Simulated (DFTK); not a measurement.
Pb under changes of volume

One of the cells (30.323 Å³/atom); the others are scaled copies at fixed shape and fractional positions:

```
Pb
1.0
     0.00000    2.47502    2.47502
     2.47502    0.00000    2.47502
     2.47502    2.47502    0.00000
Pb
1
Direct
  0.00000 0.00000 0.00000
```

```yaml
Program: DFTK 0.8.2
Functional: r2SCAN
Potentials_or_basis: cp2k.nc.sr.pbe.v0_1.semicore.gth (PBE, GTH)
Cutoff: 1769 eV
k_mesh: 5 × 5 × 5
Occupations: fermi-dirac, width 0.05 eV
Spin: no spin polarisation
```

| volume (Å³/atom) | energy over the lowest point (meV/atom) | pressure (GPa) |
| --- | --- | --- |
| 28.503 | 16.94 | 3.3 |
| 29.110 | 7.12 | 2.0 |
| 29.716 | 1.99 | 0.8 |
| 30.323 | 0.00 | -0.1 |
| 30.929 | 2.00 | -1.0 |
| 31.535 | ? | ? |
| 32.142 | 15.66 | -2.5 |

Q: What does the run at 31.535 Å³/atom give?

A: Energy over the lowest point 7.33 meV/atom; pressure -1.8 GPa.

Worked out: A Birch-Murnaghan fit of order 3 (a polynomial in V^(-2/3)) to the other rows has its minimum at 30.30 Å³/atom with B0 = V·E''(V) = 47 GPa (rough, since the energies scatter). It gives 7.26 meV/atom at 31.535 Å³/atom, against the run's 7.33, and -dE/dV = -1.8 GPa, against -1.8.

Energies are extrapolated to zero smearing.

Caveats: all runs use coarse meshes; GTH potentials come without recommended cutoffs, and this one wasn't checked for convergence; the potentials were made for another functional, which shifts forces and pressure.
